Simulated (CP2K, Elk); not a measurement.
An Elk input for a self-consistent single point of BeO (P6_3mc, 4 atoms in the cell) (DFT, LDA (PW92), all-electron FP-LAPW, Elk's shipped species files, APW+lo basis with extra local orbitals):

```
tasks
  0

xctype
  3

rgkmax
  7.5

gmaxvr
  14.0

nxlo
  2

lorbcnd
  .true.

lmaxi
  2

stype
  0

swidth
  0.0001

avec
    5.0405368458    0.0000003718    0.0000000000
   -2.5202687449    4.3652327713    0.0000000000
    0.0000000000    0.0000000000    8.1867849007

atoms
  2   : nspecies
  'Be.in'   : spfname
  2   : natoms; atposl, bfcmt below
  0.3333333333  0.6666666667  0.0001600000    0.0 0.0 0.0
  0.6666666667  0.3333333333  0.5001600000    0.0 0.0 0.0
  'O.in'   : spfname
  2   : natoms; atposl, bfcmt below
  0.3333333333  0.6666666667  0.3773400000    0.0 0.0 0.0
  0.6666666667  0.3333333333  0.8773400000    0.0 0.0 0.0

ngridk
  7 7 4
```

Give the CP2K input for the same structure, mesh, smearing and functional.

One input that does it (others would too):

```
&GLOBAL
  PROJECT calc
  RUN_TYPE ENERGY_FORCE
  PRINT_LEVEL MEDIUM
&END GLOBAL
&FORCE_EVAL
  METHOD Quickstep
  STRESS_TENSOR ANALYTICAL
  &DFT
    BASIS_SET_FILE_NAME BASIS_MOLOPT
    POTENTIAL_FILE_NAME GTH_POTENTIALS
    &QS
      METHOD GPW
      EPS_DEFAULT 1E-10
    &END QS
    &MGRID
      CUTOFF 600
      REL_CUTOFF 50
      NGRIDS 5
    &END MGRID
    &SCF
      SCF_GUESS ATOMIC
      EPS_SCF 1E-7
      MAX_SCF 100
      ADDED_MOS 5
      &DIAGONALIZATION
        ALGORITHM STANDARD
      &END DIAGONALIZATION
      &MIXING
        METHOD BROYDEN_MIXING
        ALPHA 0.4
        NBUFFER 10
      &END MIXING
    &END SCF
    &KPOINTS
      SCHEME MONKHORST-PACK 7 7 4
      GAMMA_CENTERED T
    &END KPOINTS
    &XC
      &XC_FUNCTIONAL PADE
      &END XC_FUNCTIONAL
    &END XC
    &PRINT
      &MO
        EIGENVALUES T
        OCCUPATION_NUMBERS T
        NDIGITS 8
        FILENAME mo
        &EACH
          QS_SCF 0
        &END EACH
        ADD_LAST NUMERIC
      &END MO
      &MULLIKEN ON
      &END MULLIKEN
    &END PRINT
  &END DFT
  &SUBSYS
    &CELL
      A 2.66733700 0.00000000 0.00000000
      B -1.33366900 2.30998200 0.00000000
      C 0.00000000 0.00000000 4.33226000
      PERIODIC XYZ
    &END CELL
    &COORD
      SCALED
      Be       0.33333300     0.66666700     0.00016000
      Be       0.66666700     0.33333300     0.50016000
      O        0.33333300     0.66666700     0.37734000
      O        0.66666700     0.33333300     0.87734000
    &END COORD
    &KIND Be
      BASIS_SET DZVP-MOLOPT-SR-GTH-q4
      POTENTIAL GTH-PADE-q4
    &END KIND
    &KIND O
      BASIS_SET DZVP-MOLOPT-SR-GTH-q6
      POTENTIAL GTH-PADE-q6
    &END KIND
  &END SUBSYS
  &PRINT
    &FORCES ON
    &END FORCES
    &STRESS_TENSOR ON
    &END STRESS_TENSOR
  &END PRINT
&END FORCE_EVAL
```

Basis, cutoffs, solver keys and any potentials are the target program's own. This input uses DFT LDA (Pade form), GPW, DZVP-MOLOPT-SR-GTH basis, GTH-PADE potentials (GTH_POTENTIALS). LDA parametrisations can differ slightly between programs.

The starting cell comes from a database of computed structures (which also holds hypothetical and non-ambient phases and stackings), without a prior relaxation at this level. Its lattice was rescaled by a random factor within 2.5 % of one.
